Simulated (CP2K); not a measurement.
The system is HfO2.

```xyz
6
Lattice="3.5580 0.0000 0.0000 0.0000 3.5580 0.0000 0.0000 0.0000 5.1719" Properties=species:S:1:pos:R:3 pbc="T T T"
Hf    0.0000    0.0000    0.0000
Hf    1.7790    1.7790    2.5859
O     0.0000    1.7790    1.0199
O     1.7790    0.0000    1.5660
O     1.7790    0.0000    4.1519
O     0.0000    1.7790    3.6059
```

Measurements of this composition are mostly on another form, of space group No. 14.

Base run:

| Quantity | Value |
| --- | --- |
| Program | CP2K 2026.2 |
| Functional | rev-vdW-DF2 |
| Potentials or basis | POTENTIAL_UZH Hf GTH-PBE-q12, O GTH-PBE-q6; DZVP-MOLOPT-PBE-GTH basis |
| Density cutoff | 11565 eV |
| k mesh | 8 × 8 × 5 |
| Occupations | fermi-dirac, width 0.05 eV |
| Spin | no spin polarisation |

Its results: band gap on the k mesh 4.84 eV, indirect (least direct gap 4.92 eV); pressure 1.4 GPa; largest force 0.046 eV/Å.

Problem. The run is repeated on the same cell with these changes: functional from rev-vdW-DF2 to vdW-DF-cx. What comes out?

Solution. Band gap on the k mesh 4.83 eV, indirect (least direct gap 4.92 eV); pressure -1.1 GPa; largest force 0.054 eV/Å.

Caveats: the potentials were made for another functional, which shifts forces and pressure; spin-orbit coupling is left out, which moves the levels of the heavy elements; the basis of atomic orbitals isn't converged, which shifts pressures, moduli and gaps.
